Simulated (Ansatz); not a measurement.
Crystal: Sc.

```
Sc
1.0
     0.00000    2.26000    2.26000
     2.26000    0.00000    2.26000
     2.26000    2.26000    0.00000
Sc
1
Direct
  0.00000 0.00000 0.00000
```

This isn't the form of Sc at room conditions, which is hcp.

Base run:

- Program: Ansatz 0.2.0
- Functional: PBE
- Potentials or basis: Ansatz PAW
- Cutoff: 420 eV (not typed: the program's choice for these potentials)
- k mesh: 10 × 10 × 10
- Occupations: fermi-dirac, width 0.05 eV
- Spin: no spin polarisation

Its results: band gap on the k mesh none (metal or under the smearing width); pressure 3.8 GPa.

Question: The run is repeated on the same cell with these changes: functional from PBE to exchange-only PBE; occupations from fermi-dirac, width 0.05 eV to gaussian, width 0.01 eV. What comes out?

Answer: Band gap on the k mesh none (metal or under the smearing width); pressure 11.2 GPa.

Caveats: the PAW data sets come from PBE, with cores solved anew for the run's functional, which leaves a small shift of forces and pressure (some runs).
